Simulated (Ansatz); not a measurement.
Method: DFT PBE, scalar-relativistic, plane waves, PAW in Ansatz 0.2.0. Settings: cutoff 420 eV, Γ-centred meshes spaced at most about 0.3 Å⁻¹, and about 0.25 Å⁻¹ or finer for metals (2π included), Gaussian smearing. No spin polarisation in the final relaxations.

These are static total energies at zero pressure. Lower structures may exist.

Task: Order these relaxed structures of TiSi₂ by energy, lowest first, with the energy over the lowest of them.
A.

```xyz
6
Lattice="1.7742 -6.7790 0.0000 1.7742 6.7790 0.0000 0.0000 0.0000 3.5786" Properties=species:S:1:pos:R:3 pbc="T T T"
Ti    1.7742   -5.3808    2.6839
Ti    1.7742    5.3808    0.8946
Si    1.7742   -0.8031    2.6839
Si    1.7742    0.8031    0.8946
Si    1.7742    3.3926    2.6839
Si    1.7742   -3.3926    0.8946
```

B.

```xyz
3
Lattice="3.2025 0.0000 0.0000 0.0000 3.2025 0.0000 0.0000 0.0000 5.1747" Properties=species:S:1:pos:R:3 pbc="T T T"
Ti    1.6013    1.6013    1.4871
Si    1.6013    1.6013    4.0972
Si    0.0000    0.0000    0.1297
```

C.

```xyz
3
Lattice="2.7645 0.0000 0.0000 0.0000 2.7645 0.0000 0.0000 0.0000 5.9902" Properties=species:S:1:pos:R:3 pbc="T T T"
Ti    1.3822    1.3822    2.9951
Si    0.0000    0.0000    4.8128
Si    0.0000    0.0000    1.1774
```

Result: A (0 meV/atom), C (182 meV/atom), B (748 meV/atom). Forms: A Cmcm; C P4/mmm; B P4mm. Counting Si atoms around Ti (those within 1.25 times the shortest such distance or 1.15 times the sum of covalent radii, 1.27 where that leaves under three): A has Ti 10; C has Ti 8; B has Ti 6. A holds Si–Si nets (shortest 2.40 Å); C holds Si–Si pairs (shortest 2.35 Å) (bonds between like non-metal atoms; other contacts aren't counted).

The Cmcm cell at 14.3 Å³/atom was relaxed from a Materials Project cell. Cells relaxed within their symmetry can be saddle points. The part of the Crystallography Open Database at hand lists TiSi2 in space groups No. 69, 70; no cell shown has one of them. Some types were kept out of the candidates beforehand, so the set may lack a known form.
